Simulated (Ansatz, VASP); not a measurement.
# C: VASP beside Ansatz

Contents of INCAR:

```
SYSTEM = C
  PREC = Accurate
  ENCUT = 520
  EDIFF = 1E-6
  ISMEAR = -1
  SIGMA = 0.05
  LREAL = .False.
  LASPH = .True.
  NELM = 80
  ALGO = Normal
  ISIF = 2
  LWAVE = .False.
  LCHARG = .False.
  GGA = PS
  NBANDS = 16
```

File KPOINTS:

```
Automatic mesh
0
Gamma
  13 13 7
  0 0 0
```

File POSCAR:

```
C
1.0
    2.4651089938      0.0000000000      0.0000000000
   -1.2325544969      2.1348470117      0.0000000000
    0.0000000000      0.0000000000      4.1044767883
C
4
Direct
    0.3333333333      0.6666666667      0.0627973083
    0.6666666667      0.3333333333      0.5627973083
    0.3333333333      0.6666666667      0.4372026917
    0.6666666667      0.3333333333      0.9372026917
```

Input for Ansatz:

```yaml
crystal:
  lattice:
    - [2.4651089938, 0.0, 0.0]
    - [-1.2325544969, 2.1348470117, 0.0]
    - [0.0, 0.0, 4.1044767883]
  atoms:
    - { symbol: C, position: [0.3333333333, 0.6666666667, 0.0627973083] }
    - { symbol: C, position: [0.6666666667, 0.3333333333, 0.5627973083] }
    - { symbol: C, position: [0.3333333333, 0.6666666667, 0.4372026917] }
    - { symbol: C, position: [0.6666666667, 0.3333333333, 0.9372026917] }
hamiltonian:
  xc: pbesol
  pseudopotentials:
    kind: paw
    azcp:
      C: "pseudopotentials/C.paw.azcp"
basis:
  ecutwfc: 420
  fft_grid_basis: typed
kpoints:
  mp_grid: { grid: [13, 13, 7], shift: [0, 0, 0] }
magnetization:
  spin_polarized: false
scf:
  occupations: { method: fermi_dirac, width: 0.05 }
  lower_state_search: "off"
output:
  stress: true
  write_density: true
  write_potential: true
  elf: true
  volumetric_format: npy
```

Alike in both runs: task single point; functional PBEsol; k mesh 13 × 13 × 7; occupations fermi-dirac, width 0.05 eV; no spin polarisation.

|  | VASP | Ansatz |
| --- | --- | --- |
| version | VASP 6.6.1 | Ansatz 0.2.0 |
| potentials or method | VASP PAW PBE potentials, release 64 (C) | plane waves (420 eV) with PAW, scalar-relativistic |
| plane-wave cutoff (eV) | 520 | 420 |
| valence electrons in the cell | 16 | 16 |

Ansatz gave:

* gap on the k mesh at the Fermi level (eV): 3.05
* pressure (GPa): 19.8
* largest component of the traceless stress (GPa): 0.31

Estimate VASP's values.

gap on the k mesh at the Fermi level (eV): 3.04; pressure (GPa): 21.1; largest component of the traceless stress (GPa): 0.22.

Ansatz warned: «pseudo_functional_mismatch».

Caveats: so large a pressure means that the cell lies far from this level's equilibrium, or that cutoff or potentials fall short (VASP); the potentials were made for another functional, which shifts forces and pressure (VASP); an odd mesh through Γ misses points on the zone boundary, where band edges often lie.
